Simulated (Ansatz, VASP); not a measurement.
One calculation of TiC, two programs

```
Ti C
1.0
     0.00000    2.12020    2.12020
     2.12020    0.00000    2.12020
     2.12020    2.12020    0.00000
Ti C
1 1
Direct
  0.00000 0.00000 0.00000
  0.50000 0.50000 0.50000
```

Change from the starting cell: volume scaled by 0.9405.

Alike in both runs: task single point; functional PBE; k mesh 16 × 16 × 16; occupations fermi-dirac, width 0.03 eV; no spin polarisation.

```csv
,VASP,Ansatz
version,VASP 6.6.1,Ansatz 0.2.0
potentials or method,"VASP PAW PBE potentials, release 64 (Ti_sv, C), cutoff 520 eV","all-electron LAPW, scalar-relativistic"
```

Ansatz gave:

- pressure (GPa): 18.4

Estimate VASP's values.

pressure (GPa): 18.7.

Ansatz ran all-electron here, so the differences hold the error of VASP's frozen core and of both bases.

Caveats: so large a pressure means that the cell lies far from this level's equilibrium, or that cutoff or potentials fall short (VASP).
